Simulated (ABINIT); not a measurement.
Input of an ABINIT 10.8.3 (patched build) run:

The input run.abi:

```
ndtset 7
getwfk -1
scalecart1 3*0.9795861087
scalecart2 3*0.9864848297
scalecart3 3*0.9932883884
scalecart4 3*1.0000000000
scalecart5 3*1.0066227096
scalecart6 3*1.0131594038
scalecart7 3*1.0196128224

pp_dirpath "./"
pseudos "Zr.GGA_PBE-JTH.xml, N.GGA_PBE-JTH.xml"

acell 3.2526911935 3.2526911935 3.2526911935 Angstrom
rprim
     0.0000000000     0.7071067812     0.7071067812
     0.7071067812     0.0000000000     0.7071067812
     0.7071067812     0.7071067812     0.0000000000
ntypat 2
znucl 40 7
natom 2
typat 1 2
xred
     0.5000000000     0.5000000000     0.5000000000
     0.0000000000     0.0000000000     0.0000000000

ecut 26.0
pawecutdg 48.0
pawxcdev 0

kptopt 1
ngkpt 10 10 10
nshiftk 1
shiftk 0.0 0.0 0.0

ixc 11
vdw_xc 6

nband 13
occopt 3
tsmear 0.00183747

nstep 100
tolvrs 1.0e-9

iomode 3
prtwf 1
prtden 0
prteig 0
prtebands 0
```

Potentials or basis: JTH PAW PBE v2.0.

Launch:

```sh
$ abinit run.abi > log 2>&1
```

Estimate the bulk modulus.

263 GPa.

Predict the equilibrium volume.

11.86 Å³/atom.

Estimate the pressure derivative of the bulk modulus.

4.4.

Energy against volume, from the lowest point:
| volume (Å³/atom) | energy (meV/atom) |
| --- | --- |
| 11.437 | 12.94 |
| 11.680 | 2.02 |
| 11.924 | 0.00 |
| 12.167 | 5.93 |
| 12.410 | 19.01 |
| 12.654 | 38.44 |
| 12.897 | 63.62 |

Caveat: pressures at fixed basis lie under the slope of the energies.
